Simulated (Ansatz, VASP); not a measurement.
Mg: VASP beside Ansatz

```
CELL_PARAMETERS angstrom
-1.82049 1.82049 1.70281
1.82049 -1.82049 1.70281
1.82049 1.82049 -1.70281
ATOMIC_POSITIONS crystal
Mg 0.00000 0.00000 0.00000
```

This isn't the form of Mg at room conditions, which is hcp.

Alike in both runs: task single point; functional r2SCAN; k mesh 24 × 24 × 24; occupations gaussian, width 0.15 eV; no spin polarisation.

|  | VASP | Ansatz |
| --- | --- | --- |
| version | VASP 6.6.1 | Ansatz 0.2.0 |
| potentials or method | VASP PAW PBE potentials, release 64 (Mg) | scalar-relativistic, plane waves, PAW |
| plane-wave cutoff (eV) | 520 | 500 |
| valence electrons in the cell | 2 | 10 |

Ansatz gave:

* gap on the k mesh at the Fermi level (eV): none
* pressure (GPa): 0.0
* largest component of the traceless stress (GPa): 0.15

**Question.** Which values does VASP return?

**Answer.** gap on the k mesh at the Fermi level (eV): none; pressure (GPa): -0.3; largest component of the traceless stress (GPa): 0.14.

A gap of «none» marks a metal or a gap that the smearing closes. The functional is the same, so the differences come from potentials, cutoffs and numerics. The two sets of potentials don't hold the same shells in valence.

Caveats: the PAW data sets were made with another functional, which shifts forces and pressure a little (VASP).
